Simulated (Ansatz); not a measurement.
Molecular dynamics on a 2×2×2 supercell (16 atoms) of CaS (Fm-3m), relaxed with r2SCAN. Forces come from PBE in the PAW code Ansatz: a Nosé-Hoover thermostat at fixed volume, 1700 K, steps of 1 fs. Computed, non-magnetic; the trajectory is short and the cell small, so nothing here is a converged average.

```yaml
crystal:
  lattice:
    - [0.0, 5.6958714881, 5.6958714881]
    - [5.6958714881, 0.0, 5.6958714881]
    - [5.6958714881, 5.6958714881, 0.0]
  atoms:
    - { symbol: Ca, position: [0.0, 0.0, 0.0] }
    - { symbol: S, position: [0.25, 0.25, 0.25] }
    - { symbol: Ca, position: [0.0, 0.0, 0.5] }
    - { symbol: S, position: [0.25, 0.25, 0.75] }
    - { symbol: Ca, position: [0.0, 0.5, 0.0] }
    - { symbol: S, position: [0.25, 0.75, 0.25] }
    - { symbol: Ca, position: [0.0, 0.5, 0.5] }
    - { symbol: S, position: [0.25, 0.75, 0.75] }
    - { symbol: Ca, position: [0.5, 0.0, 0.0] }
    - { symbol: S, position: [0.75, 0.25, 0.25] }
    - { symbol: Ca, position: [0.5, 0.0, 0.5] }
    - { symbol: S, position: [0.75, 0.25, 0.75] }
    - { symbol: Ca, position: [0.5, 0.5, 0.0] }
    - { symbol: S, position: [0.75, 0.75, 0.25] }
    - { symbol: Ca, position: [0.5, 0.5, 0.5] }
    - { symbol: S, position: [0.75, 0.75, 0.75] }
kpoints:
  mp_grid: { grid: [2, 2, 2] }
hamiltonian:
  xc: pbe
scf:
  occupations: { method: fermi_dirac, width: 0.146 }
md:
  ensemble: nvt_nose_hoover
  temperature: 1700
  timestep: 1.0
  n_steps: 40
  initial_velocities: maxwell_boltzmann
  seed: 2365
```

Command: `ansatz run input.yaml --threads 4 --pin off --max-ram 3686MiB --backend cpu --events-out ev --progress --plain --runs-dir out`. It took 78 s on 4 threads of Arm Neoverse V2, with other jobs on the host; peak host memory 1.1 GiB.

```tsv
step	t (fs)	T (K)	free energy F from step 0 (meV/atom)	kinetic energy (meV/atom)	largest force (eV/Å)
0	0	1700	0.0	206.0	0.00
1	1	1698	0.2	205.8	0.09
2	2	1692	1.0	205.0	0.19
3	3	1682	2.2	203.8	0.29
4	4	1668	3.9	202.1	0.39
5	5	1650	6.0	200.0	0.49
6	6	1629	8.7	197.4	0.59
7	7	1603	11.7	194.3	0.70
8	8	1574	15.3	190.8	0.81
9	9	1542	19.2	186.8	0.93
10	10	1506	23.6	182.5	1.04
11	11	1467	28.3	177.7	1.16
12	12	1425	33.5	172.6	1.28
13	13	1380	38.9	167.2	1.41
14	14	1332	44.7	161.5	1.53
15	15	1283	50.7	155.5	1.65
16	16	1232	57.0	149.2	1.78
17	17	1179	63.5	142.8	1.90
18	18	1125	70.1	136.3	2.02
19	19	1070	76.8	129.6	2.14
20	20	1014	83.6	122.9	2.26
21	21	959	90.3	116.2	2.37
22	22	905	97.0	109.6	2.47
23	23	851	103.6	103.1	2.56
24	24	799	110.0	96.8	2.65
25	25	749	116.2	90.7	2.73
26	26	701	122.1	84.9	2.79
27	27	655	127.7	79.4	2.84
28	28	613	133.0	74.3	2.89
29	29	574	137.8	69.6	2.91
30	30	539	142.2	65.3	2.93
31	31	507	146.2	61.4	2.93
32	32	479	149.7	58.0	2.92
33	33	455	152.7	55.1	2.89
34	34	435	155.3	52.7	2.85
35	35	418	157.4	50.7	2.80
36	36	405	159.1	49.1	2.74
37	37	396	160.3	48.0	2.68
38	38	390	161.2	47.3	2.60
39	39	387	161.7	46.9	2.51
40	40	387	161.8	46.9	2.43
```

The temperature goes from 1700 K to 387 K in 40 fs. The thermostat hasn't had time to restore it. The atoms start on their lattice sites with kinetic energy alone, so much of it first passes into potential energy. By the last step the atoms have moved 0.30 Å in the root mean square, the drift of the whole cell taken out, 0.49 Å at most.

Positions (Å) and forces (eV/Å) at step 40:
```
Ca   0.428   0.083  -0.196    -1.959  -0.391   0.341
S    2.773   2.850   2.909    -0.321  -0.066  -0.314
Ca   2.753   3.045   0.150     0.143  -0.949   0.064
S    5.701   5.663   2.755     0.091   0.593   0.297
Ca   2.827  -0.163   3.119     0.225   0.226  -2.404
S    5.643   2.874   5.735     0.426   0.149   0.071
Ca   5.484   3.035   3.033     0.728  -1.105  -0.980
S    8.903   5.632   5.581    -0.424  -0.140   1.151
Ca  -0.244   2.755   3.204     0.355   0.525  -1.537
S    2.885   5.934   5.665     1.277  -0.276   0.040
Ca   2.852   5.743   2.890    -0.054  -0.030  -0.427
S    5.678   8.456   5.804    -0.048   0.529  -0.044
Ca   2.950   2.547   5.531    -0.461   1.021   0.565
S    5.843   5.662   8.360    -0.691  -0.178   0.602
Ca   5.614   5.760   5.558     0.043  -0.356   0.888
S    8.288   8.470   8.126     0.669   0.449   1.687
```
